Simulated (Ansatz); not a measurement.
# Ga: which structure wins, with spin-orbit coupling, part 2 of 2

Aim: relax Ga in several structures (bcc, hcp, sc, diamond) and rank them by energy, with spin-orbit coupling. The runs shown use PAW and LAPW.

Ansatz 0.2.0; DFT PBE; a cell built from a prototype (bcc type), not taken from measurement. Earlier steps stand in the parts before.

### 8 Sc relaxed, LAPW

Contents of input.yaml:

```yaml
crystal:
  lattice:
    - [2.7222629392, 0.0, 0.0]
    - [0.0, 2.7222629392, 0.0]
    - [0.0, 0.0, 2.7222629392]
  atoms:
    - { symbol: Ga, position: [0.0, 0.0, 0.0] }
kpoints:
  mp_grid: { grid: [15, 15, 15] }
scf:
  occupations: { method: fermi_dirac, width: 0.05 }
hamiltonian:
  xc: pbe
  pseudopotentials: { kind: all_electron, lapw: { basis_error: 0.0005 } }
output:
  forces: true
  stress: true
  eigenvalues: true
  populations: true
relax:
  f_tol: 0.005
  max_steps: 25
  cell: {}
magnetization:
  noncollinear: true
  spin_orbit: true
```

On the command line:

```bash
$ ansatz run input.yaml --threads 2 --pin off --max-ram 6144MiB --backend cpu --events-out ev --progress --plain --runs-dir out
```

Output, cut to the lines that bear on the results:

```text
[...]
Ga: projections on atomic orbitals take those of the free atom 1s2 2s2 2p6 3s2 3p6 3d10 4s2 4p1, of charge +0.00 (hamiltonian.pseudopotentials.projection_atoms)
LAPW: plane waves up to 8.709 Å⁻¹, error target 5.0e-4 eV per atom; Dirac's equation on spinors; Ga in spheres of 1.320 Å, 21 of its electrons in bands
[...]
Pseudopotentials: kind: all_electron
Pseudopotential: Ga, LAPW, valence charge 21, Dirac's equation, gaussian nucleus
Functional definition: PBE
[...]
non-collinear run that drives no moment, with spin-orbit: no starting moment large enough to seed its density (crystal.atoms[].spin), no starting occupations that ask for one, no magnetisation constraint and no magnetic field, so the semilocal B_xc is pinned to zero
Crystal: 1 atoms, lattice volume = 20.174 Å³
Basis set: ecut = 288.9938337537242 eV, 251 PW (Γ), exchange–correlation at level 2
[...]
E sigma→0 (E₀):  -52901.975340 eV
Entropy (-TS):   -0.004148 eV (-4.148 meV/atom)
Fermi energy:    10.455172 eV
[...]
--- Forces (eV/Å), atoms counted from 1 ---
  atom   1  Ga    -0.00000000     0.00000000     0.00000000
[...]
--- Stress (GPa, compression-positive) ---
        0.025749       0.000000       0.000000
        0.000000       0.025749       0.000000
        0.000000       0.000000       0.025749
  P = ⅓ Tr σ = 0.0257 GPa (0.257 kbar)
--- Band table (eV; the first three rows and the last of 120) ---
[...]
--- Relaxed structure (1 steps of the walk, 1 accepted, 1 SCFs on fresh bases) ---
  F+E_penalty+E_count = -52901.97741376 eV   max|allowed force component| = 0.000e0 eV/Å   (the final SCF, on the basis selected at the relaxed cell)
  cell:  # Å, volume = 20.1739 Å³
    - [2.7222629392, 0.0, 0.0]
    - [0.0, 2.7222629392, 0.0]
    - [0.0, 0.0, 2.7222629392]
  atoms:
    - { symbol: Ga, position: [0.0, 0.0, 0.0] }
--- Löwdin populations: 1 site ---
  site symbol       q [e]
     0     Ga     30.9880
  spilling = 0.000388 (of n_electrons = 31.000000)
```

It took 43 s on 2 threads of Arm Neoverse V2, shared host; peak memory 0.5 GiB.

Step by step:

```csv
step,energy from step 1 (eV/cell),largest force component (eV/Å),pressure (GPa),volume (Å³)
1,0.0000,0.0000,0.03,20.17
2,0.0000,0.0000,0.03,20.17
```

Step 1 is the start. Step 2 repeats the geometry before on a plane-wave basis chosen anew for that cell, so the energy can jump there without any move; the table keeps such jumps.

| input's cell | before | after | change |
| --- | --- | --- | --- |
| a (Å) | 2.722 | 2.722 | +0.0 % |
| b (Å) | 2.722 | 2.722 | +0.0 % |
| c (Å) | 2.722 | 2.722 | +0.0 % |
| volume (Å³/atom) | 20.17 | 20.17 | +0.0 % |

This run gives: pressure 0.03 GPa; no gap.

### 9 Diamond relaxed, PAW

Contents of input.yaml:

```yaml
crystal:
  lattice:
    - [0.0, 2.8744485395, 2.8744485395]
    - [2.8744485395, 0.0, 2.8744485395]
    - [2.8744485395, 2.8744485395, 0.0]
  atoms:
    - { symbol: Ga, position: [-0.125, -0.125, -0.125] }
    - { symbol: Ga, position: [0.125, 0.125, 0.125] }
kpoints:
  mp_grid: { grid: [12, 12, 12] }
scf:
  occupations: { method: fermi_dirac, width: 0.05 }
hamiltonian:
  xc: pbe
  pseudopotentials: { kind: paw_fr }
output:
  forces: true
  stress: true
relax:
  f_tol: 0.005
  max_steps: 40
  cell: {}
magnetization:
  noncollinear: true
  spin_orbit: true
```

On the command line:

```bash
$ ansatz run input.yaml --threads 2 --pin off --max-ram 6144MiB --backend cpu --events-out ev --progress --plain --runs-dir out
```

Output, cut to the lines that bear on the results:

```text
[...]
Pseudopotentials: kind: paw_fr
Pseudopotential: Ga, paw_fr, valence charge 13, recommended cutoff 420 eV (normal)#standard-fr
Functional definition: PBE
[...]
non-collinear run that drives no moment, with spin-orbit: no starting moment large enough to seed its density (crystal.atoms[].spin), no starting occupations that ask for one, no magnetisation constraint and no magnetic field, so the semilocal B_xc is pinned to zero
Crystal: 2 atoms, lattice volume = 47.500 Å³
Basis set: ecut = 420 eV, 941 PW (Γ), exchange–correlation on 60×60×60 points (8 copies of the dense FFT grid, shifted against one another)
Bands: 34, of which v1, the nominal top of the filled ones, is band 26 counted from 1 (25 counted from 0)
Symmetry: 48 space group operations + 48 with time reversal
Magnetic group: BNS 227.129 (UNI 1631), of the structure as read, at distance tolerance 3.6e-5 Å
[...]
spin=Noncollinear: Kerker preconditioning applied to the charge; magnetization (m_x, m_y, m_z) channels mix plain (no charge-response kernel on spin).
[...]
relax step   1: F+E_penalty+E_count = -7565.61938475 eV  Δ(F+E_penalty+E_count) = +0.000e0 eV  max|allowed force component| = 2.313e-18 eV/Å  Δτ_max = 0.0000 Å  P = +2.871 GPa  Ω = 47.500 Å³  (8 SCF iters, dr2 threshold 1.00e-7 eV, accepted)
[...]
relax step   2: F+E_penalty+E_count = -7565.64199152 eV  Δ(F+E_penalty+E_count) = -2.261e-2 eV  max|allowed force component| = 1.665e-16 eV/Å  Δτ_max = 0.0000 Å  P = +1.057 GPa  Ω = 49.412 Å³  energy of the carried Pulay correction = -4.377e-4 eV  (7 SCF iters, dr2 threshold 2.00e-7 eV, accepted)
[...]
relax step   3: F+E_penalty+E_count = -7565.64600496 eV  Δ(F+E_penalty+E_count) = -4.013e-3 eV  max|allowed force component| = 1.897e-16 eV/Å  Δτ_max = 0.0000 Å  P = +0.122 GPa  Ω = 50.598 Å³  energy of the carried Pulay correction = -7.008e-4 eV  (6 SCF iters, dr2 threshold 2.00e-7 eV, accepted)
[...]
Projection manifold: j_resolved (fully-relativistic pseudo-atomic orbitals)
```

### 10 The log goes on: diamond relaxed, PAW files

The log, continued:

```text
iter 1 solved again at ethr=4.64e-8 eV; its pass at ethr=3.10e-3 eV (dr2=1.21e-5 eV) is discarded
SCF iter   1: F=—  HF=-7565.646034 eV  |F-HF|=—  |Δ(HF+E_count)|=         —  Δρ=8.41e-5  dr2=2.93e-6  dr2_m=0.00e0 (ungated)  ethr=4.64e-8  |M|=0.00e0 ∫|m|=0.00e0 μB  |m|>n=0.0e0 m-floor=0.0e0 τ_xc=0.0e0  β_m=0.30  ⟨swp⟩=2.0  Hψ=5734  notcnv=0
preconditioner: auto → Kerker (q_TF=auto, 2.440 Å⁻¹)  [metal: Δε(μ)=0.007 eV  Ē_g=16.507 eV  σ=0.050 eV  W_gap=0.04  n_scr=14 (ndim 8)  ℏωp=26.6 eV  f_vac=0.035  D(μ)=1.28/eV (n_scr^D=8)]
spin=Noncollinear: Kerker preconditioning applied to the charge; magnetization (m_x, m_y, m_z) channels mix plain (no charge-response kernel on spin).
SCF iter   2: F=—  HF=-7565.646034 eV  |F-HF|=—  |Δ(HF+E_count)|=   8.15e-8  Δρ=6.24e-5  dr2=1.73e-6  dr2_m=0.00e0 (ungated)  ethr=1.13e-8  |M|=0.00e0 ∫|m|=0.00e0 μB  |m|>n=0.0e0 m-floor=0.0e0 τ_xc=0.0e0  β_m=0.65  ⟨swp⟩=1.0  Hψ=1224  notcnv=0
SCF iter   3: F=—  HF=-7565.646034 eV  |F-HF|=—  |Δ(HF+E_count)|=   2.03e-7  Δρ=1.87e-5  dr2=2.19e-7  dr2_m=0.00e0 (ungated)  ethr=6.65e-9  |M|=0.00e0 ∫|m|=0.00e0 μB  |m|>n=0.0e0 m-floor=0.0e0 τ_xc=0.0e0  β_m=0.62  ⟨swp⟩=1.7  Hψ=1334  notcnv=0
SCF iter   4: F=—  HF=-7565.646034 eV  |F-HF|=—  |Δ(HF+E_count)|=   7.65e-8  Δρ=1.06e-5  dr2=8.23e-8  dr2_m=0.00e0 (ungated)  ethr=8.41e-10  |M|=0.00e0 ∫|m|=0.00e0 μB  |m|>n=0.0e0 m-floor=0.0e0 τ_xc=0.0e0  β_m=0.81  ⟨swp⟩=2.0  Hψ=2122  notcnv=0
SCF iter   5: F=-7565.646034 eV  HF=-7565.646034 eV  |F-HF|=1.60e-9  |Δ(HF+E_count)|=   3.86e-8  Δρ=5.16e-6  dr2=8.36e-9  dr2_m=0.00e0 (ungated)  ethr=1.42e-10  |M|=0.00e0 ∫|m|=0.00e0 μB  |m|>n=0.0e0 m-floor=0.0e0 τ_xc=0.0e0  ⟨swp⟩=4.1  Hψ=4304  notcnv=0
SCF 4 converged in 5 iterations: F = -7565.646034 eV  dr2 = 8.36e-9
relax step   4: F+E_penalty+E_count = -7565.64603425 eV  Δ(F+E_penalty+E_count) = -2.929e-5 eV  max|allowed force component| = 1.665e-16 eV/Å  Δτ_max = 0.0000 Å  P = +0.008 GPa  Ω = 50.757 Å³  energy of the carried Pulay correction = -7.354e-4 eV  (5 SCF iters, dr2 threshold 3.70e-8 eV, accepted)
Projection manifold: j_resolved (fully-relativistic pseudo-atomic orbitals)
Initial wavefunctions: pseudopotential atomic-orbital guess (no wavefunctions were taken with the density)
iter 1 solved again at ethr=3.82e-7 eV; its pass at ethr=3.10e-3 eV (dr2=9.93e-5 eV) is discarded
SCF iter   1: F=—  HF=-7565.637747 eV  |F-HF|=—  |Δ(HF+E_count)|=         —  Δρ=8.97e-4  dr2=1.56e-5  dr2_m=0.00e0 (ungated)  ethr=3.82e-7  |M|=0.00e0 ∫|m|=0.00e0 μB  |m|>n=0.0e0 m-floor=0.0e0 τ_xc=0.0e0  β_m=0.30  ⟨swp⟩=2.4  Hψ=8377  notcnv=0
preconditioner: auto → Kerker (q_TF=auto, 2.440 Å⁻¹)  [metal: Δε(μ)=0.008 eV  Ē_g=16.509 eV  σ=0.050 eV  W_gap=0.04  n_scr=14 (ndim 8)  ℏωp=26.6 eV  f_vac=0.035  D(μ)=1.28/eV (n_scr^D=8)]
spin=Noncollinear: Kerker preconditioning applied to the charge; magnetization (m_x, m_y, m_z) channels mix plain (no charge-response kernel on spin).
SCF iter   2: F=—  HF=-7565.642375 eV  |F-HF|=—  |Δ(HF+E_count)|=   4.63e-3  Δρ=6.32e-4  dr2=5.97e-6  dr2_m=0.00e0 (ungated)  ethr=6.01e-8  |M|=0.00e0 ∫|m|=0.00e0 μB  |m|>n=0.0e0 m-floor=0.0e0 τ_xc=0.0e0  β_m=0.57  ⟨swp⟩=2.0  Hψ=1442  notcnv=0
SCF iter   3: F=—  HF=-7565.646579 eV  |F-HF|=—  |Δ(HF+E_count)|=   4.20e-3  Δρ=1.13e-4  dr2=3.59e-7  dr2_m=0.00e0 (ungated)  ethr=2.30e-8  |M|=0.00e0 ∫|m|=0.00e0 μB  |m|>n=0.0e0 m-floor=0.0e0 τ_xc=0.0e0  β_m=0.69  ⟨swp⟩=2.2  Hψ=1465  notcnv=0
SCF iter   4: F=—  HF=-7565.646705 eV  |F-HF|=—  |Δ(HF+E_count)|=   1.26e-4  Δρ=1.23e-5  dr2=8.67e-8  dr2_m=0.00e0 (ungated)  ethr=1.38e-9  |M|=0.00e0 ∫|m|=0.00e0 μB  |m|>n=0.0e0 m-floor=0.0e0 τ_xc=0.0e0  β_m=0.60  ⟨swp⟩=2.0  Hψ=2135  notcnv=0
SCF iter   5: F=—  HF=-7565.646705 eV  |F-HF|=—  |Δ(HF+E_count)|=   1.13e-7  Δρ=7.44e-6  dr2=4.91e-8  dr2_m=0.00e0 (ungated)  ethr=3.34e-10  |M|=0.00e0 ∫|m|=0.00e0 μB  |m|>n=0.0e0 m-floor=0.0e0 τ_xc=0.0e0  β_m=0.80  ⟨swp⟩=2.0  Hψ=1944  notcnv=0
SCF iter   6: F=—  HF=-7565.646705 eV  |F-HF|=—  |Δ(HF+E_count)|=   9.14e-8  Δρ=4.23e-6  dr2=1.56e-8  dr2_m=0.00e0 (ungated)  ethr=1.89e-10  |M|=0.00e0 ∫|m|=0.00e0 μB  |m|>n=0.0e0 m-floor=0.0e0 τ_xc=0.0e0  β_m=0.90  ⟨swp⟩=1.9  Hψ=1325  notcnv=0
SCF iter   7: F=—  HF=-7565.646706 eV  |F-HF|=—  |Δ(HF+E_count)|=   6.44e-8  Δρ=1.89e-6  dr2=3.97e-9  dr2_m=0.00e0 (ungated)  ethr=6.00e-11  |M|=0.00e0 ∫|m|=0.00e0 μB  |m|>n=0.0e0 m-floor=0.0e0 τ_xc=0.0e0  β_m=0.95  ⟨swp⟩=2.0  Hψ=1410  notcnv=0
SCF iter   8: F=—  HF=-7565.646706 eV  |F-HF|=—  |Δ(HF+E_count)|=   1.20e-9  Δρ=8.33e-7  dr2=8.35e-10  dr2_m=0.00e0 (ungated)  ethr=1.53e-11  |M|=0.00e0 ∫|m|=0.00e0 μB  |m|>n=0.0e0 m-floor=0.0e0 τ_xc=0.0e0  β_m=0.98  ⟨swp⟩=2.0  Hψ=1425  notcnv=0
SCF iter   9: F=—  HF=-7565.646706 eV  |F-HF|=—  |Δ(HF+E_count)|=  2.36e-10  Δρ=2.13e-7  dr2=5.53e-11  dr2_m=0.00e0 (ungated)  ethr=3.21e-12  |M|=0.00e0 ∫|m|=0.00e0 μB  |m|>n=0.0e0 m-floor=0.0e0 τ_xc=0.0e0  β_m=0.99  ⟨swp⟩=2.0  Hψ=1434  notcnv=0
SCF iter  10: F=-7565.646706 eV  HF=-7565.646706 eV  |F-HF|=9.09e-13  |Δ(HF+E_count)|=  3.64e-12  Δρ=1.31e-8  dr2=1.22e-13  dr2_m=0.00e0 (ungated)  ethr=1.00e-12  |M|=0.00e0 ∫|m|=0.00e0 μB  |m|>n=0.0e0 m-floor=0.0e0 τ_xc=0.0e0  ⟨swp⟩=5.0  Hψ=4540  notcnv=0
SCF 5 converged in 10 iterations: F = -7565.646706 eV  dr2 = 1.22e-13
relax step   5: F+E_penalty+E_count = -7565.64670552 eV  Δ(F+E_penalty+E_count) = -6.713e-4 eV  max|allowed force component| = 1.862e-16 eV/Å  Δτ_max = 0.0000 Å  P = +0.002 GPa  Ω = 50.757 Å³  stress off target by 1.93e-3 GPa  SCF on the basis re-selected at this cell (its energy is not comparable with the rows above)  (10 SCF iters)
basis re-selected at this cell: Δ(F+E_penalty+E_count) = -6.713e-4 eV, ΔP = -0.006 GPa vs the last step (what re-selecting the basis moved, of the pressure what is left beyond the Pulay correction that the steps carried, after the strain that the cell walked since its last selection, with what the two solves' SCF thresholds leave and, on support functions, any second-order correction that the steps lacked; it is no measure of the basis error at this ecutwfc). This SCF's stress stands 1.93e-3 GPa from its target on what of the cell is left free (relax.cell.stress_tol is 5.00e-2 GPa) and its largest allowed force component is 1.86e-16 eV/Å (relax.f_tol is 5.00e-3 eV/Å): within both
SCF converged after 10 iterations
Magnetization: |M| = 0.0000 μB,  M = (+0.0000, +0.0000, +0.0000) μB
Absolute magnetization: 0.0000 μB (∫|m|)
  site 0: m = (+0.0000, +0.0000, +0.0000) μB, |m| = 0.0000 μB  (R = 1.05 Å)
  site 1: m = (+0.0000, +0.0000, +0.0000) μB, |m| = 0.0000 μB  (R = 1.05 Å)
Free energy (F): -7565.646706 eV
Harris-Foulkes:  -7565.646706 eV  (|F-HF|=9.09e-13)
Internal energy: -7565.636287 eV  (E = F + TS)
E sigma→0 (E₀):  -7565.641496 eV
Entropy (-TS):   -0.010419 eV (-5.209 meV/atom)
Fermi energy:    5.670532 eV
--- Per-component energies (eV) ---
  E_band       = -166.197821
  E_kinetic    = 228.741779
  E_local      = -4284.472414  (includes V_loc(G=0)·N_el)
  E_nonlocal   = 843.493774
  E_hartree    = 1985.447638
  E_xc         = -137.895384
  E_vxc        = -115.097843  (∫ρ·V_xc dr)
  E_paw        = -3970.544906  (= ΣΔE_a)
  E_vpaw       = -809.758203  (= ΣTr[D̂ρ^β])
  E_aug_tail   = -0.000209  (compensation charges beyond the density's cutoff)
  E_ewald      = -2230.406566
  E_smearing   = -0.010419  (= −TS)
  E_closure    = 0.000000  (closes the sum)
  Σ components = -7565.646706   (vs F -7565.646706, Δ=0.00e0)
--- Forces (eV/Å), atoms counted from 1 ---
  atom   1  Ga    -0.00000000    -0.00000000    -0.00000000
  atom   2  Ga     0.00000000     0.00000000     0.00000000
  max |Σ_I F_I| component: 2.78e-17 eV/Å
--- Stress (GPa, compression-positive) ---
        0.001931       0.000000       0.000000
        0.000000       0.001931       0.000000
        0.000000       0.000000       0.001931
  P = ⅓ Tr σ = 0.0019 GPa (0.019 kbar)
--- Relaxed structure (4 steps of the walk, 4 accepted, 1 SCFs on fresh bases) ---
  F+E_penalty+E_count = -7565.64670552 eV   max|allowed force component| = 1.862e-16 eV/Å   (the final SCF, on the basis selected at the relaxed cell)
  cell:  # Å, volume = 50.7569 Å³
    - [1.632110893550827e-33, 2.9386994230889805, 2.9386994230889805]
    - [2.9386994230889805, 1.9378341369966458e-33, 2.9386994230889805]
    - [2.9386994230889805, 2.9386994230889805, 2.2419636944740594e-33]
  atoms:
    - { symbol: Ga, position: [-0.125, -0.125, -0.125] }
    - { symbol: Ga, position: [0.125, 0.125, 0.125] }
```

Wall time 29 s (2 threads of Arm Neoverse V2, shared host); peak memory 0.53 GiB.

Relaxation path:

```csv
step,energy from step 1 (eV/cell),largest force component (eV/Å),pressure (GPa),volume (Å³)
1,0.0000,0.0000,2.87,47.50
2,-0.0226,0.0000,1.06,49.41
3,-0.0266,0.0000,0.12,50.60
4,-0.0266,0.0000,0.01,50.76
5,-0.0273,0.0000,0.00,50.76
```

Step 1 is the start. Step 5 repeats the geometry before on a plane-wave basis chosen anew for that cell, so the energy can jump there without any move; the table keeps such jumps.

| input's cell | before | after | change |
| --- | --- | --- | --- |
| a (Å) | 4.065 | 4.156 | +2.2 % |
| b (Å) | 4.065 | 4.156 | +2.2 % |
| c (Å) | 4.065 | 4.156 | +2.2 % |
| volume (Å³/atom) | 23.75 | 25.38 | +6.9 % |

### 11 Diamond relaxed, LAPW

Contents of input.yaml:

```yaml
crystal:
  lattice:
    - [0.0, 2.9386994231, 2.9386994231]
    - [2.9386994231, 0.0, 2.9386994231]
    - [2.9386994231, 2.9386994231, 0.0]
  atoms:
    - { symbol: Ga, position: [-0.125, -0.125, -0.125] }
    - { symbol: Ga, position: [0.125, 0.125, 0.125] }
kpoints:
  mp_grid: { grid: [12, 12, 12] }
scf:
  occupations: { method: fermi_dirac, width: 0.05 }
hamiltonian:
  xc: pbe
  pseudopotentials: { kind: all_electron, lapw: { basis_error: 0.0005 } }
output:
  forces: true
  stress: true
  eigenvalues: true
  populations: true
relax:
  f_tol: 0.005
  max_steps: 25
  cell: {}
magnetization:
  noncollinear: true
  spin_orbit: true
```

On the command line:

```bash
$ ansatz run input.yaml --threads 2 --pin off --max-ram 6144MiB --backend cpu --events-out ev --progress --plain --runs-dir out
```

Output, cut to the lines that bear on the results:

```text
[...]
Ga: projections on atomic orbitals take those of the free atom 1s2 2s2 2p6 3s2 3p6 3d10 4s2 4p1, of charge +0.00 (hamiltonian.pseudopotentials.projection_atoms)
LAPW: plane waves up to 9.453 Å⁻¹, error target 5.0e-4 eV per atom; Dirac's equation on spinors; Ga in spheres of 1.234 Å, 21 of its electrons in bands
[...]
Pseudopotentials: kind: all_electron
Pseudopotential: Ga, LAPW, valence charge 21, Dirac's equation, gaussian nucleus
Functional definition: PBE
[...]
non-collinear run that drives no moment, with spin-orbit: no starting moment large enough to seed its density (crystal.atoms[].spin), no starting occupations that ask for one, no magnetisation constraint and no magnetic field, so the semilocal B_xc is pinned to zero
Crystal: 2 atoms, lattice volume = 50.757 Å³
Basis set: ecut = 340.44542876000196 eV, 725 PW (Γ), exchange–correlation at level 2
[...]
  atom   1  Ga    -0.00000000    -0.00000000     0.00000000
  atom   2  Ga    -0.00000000    -0.00000000     0.00000000
[...]
--- Stress (GPa, compression-positive) ---
        0.009926       0.000000      -0.000000
        0.000000       0.009926      -0.000000
       -0.000000      -0.000000       0.009926
  P = ⅓ Tr σ = 0.0099 GPa (0.099 kbar)
--- Band table (eV; the first three rows and the last of 72) ---
[...]
--- Relaxed structure (1 steps of the walk, 1 accepted, 1 SCFs on fresh bases) ---
  F+E_penalty+E_count = -105803.56479646 eV   max|allowed force component| = 1.041e-17 eV/Å   (the final SCF, on the basis selected at the relaxed cell)
  cell:  # Å, volume = 50.7569 Å³
    - [0.0, 2.9386994231, 2.9386994231]
    - [2.9386994231, 0.0, 2.9386994231]
    - [2.9386994231, 2.9386994231, 0.0]
  atoms:
    - { symbol: Ga, position: [-0.125, -0.125, -0.125] }
    - { symbol: Ga, position: [0.125, 0.125, 0.125] }
--- Löwdin populations: 2 sites ---
  site symbol       q [e]
     0     Ga     30.9806
     1     Ga     30.9806
  spilling = 0.000627 (of n_electrons = 62.000000)
```

Wall time 2.4 min (2 threads of Arm Neoverse V2, shared host); peak memory 0.81 GiB.

The steps of the relaxation:

```csv
step,energy from step 1 (eV/cell),largest force component (eV/Å),pressure (GPa),volume (Å³)
1,0.0000,0.0000,0.01,50.76
2,0.0000,0.0000,0.01,50.76
```

Step 1 is the start. Step 2 repeats the geometry before on a plane-wave basis chosen anew for that cell, so the energy can jump there without any move; the table keeps such jumps.

| input's cell | before | after | change |
| --- | --- | --- | --- |
| a (Å) | 4.156 | 4.156 | +0.0 % |
| b (Å) | 4.156 | 4.156 | +0.0 % |
| c (Å) | 4.156 | 4.156 | +0.0 % |
| volume (Å³/atom) | 25.38 | 25.38 | +0.0 % |

In short: pressure 0.01 GPa; no gap.

### 12 Side by side

Free energy per atom, from each method's lowest phase:

```
method    start  space group, start → end  volume (Å³/atom)  pressure (GPa)  free energy (meV/atom)
  LAPW      bcc             Im-3m → Im-3m            19.232             0.0                     9.5
  LAPW      hcp       P6_3/mmc → P6_3/mmc            19.028             0.0                     0.0
  LAPW       sc             Pm-3m → Pm-3m            20.174             0.0                    55.0
  LAPW  diamond             Fd-3m → Fd-3m            25.378             0.0                   250.0
   PAW      bcc             Im-3m → Im-3m            19.212             0.0                     9.5
   PAW      hcp       P6_3/mmc → P6_3/mmc            19.028             0.0                     0.0
   PAW       sc             Pm-3m → Pm-3m            20.174             0.0                    55.0
   PAW  diamond             Fd-3m → Fd-3m            25.378             0.0                   250.2
```

### 13 What came out

This closing draws on all 2 parts.

| quantity | value |
| --- | --- |
| lowest (LAPW) | hcp, 9.5 meV/atom under bcc |
| lowest (PAW) | hcp, 9.5 meV/atom under bcc |

What this shows: By LAPW the order is hcp < bcc < sc < diamond. By PAW the order is hcp < bcc < sc < diamond. The methods agree on the lowest phase. Only these structures were tried, with electrons smeared by 0.05 eV and without vibrations, so the true ground state may be another. The k meshes differ between phases and weren't tested, which can move differences by some meV.
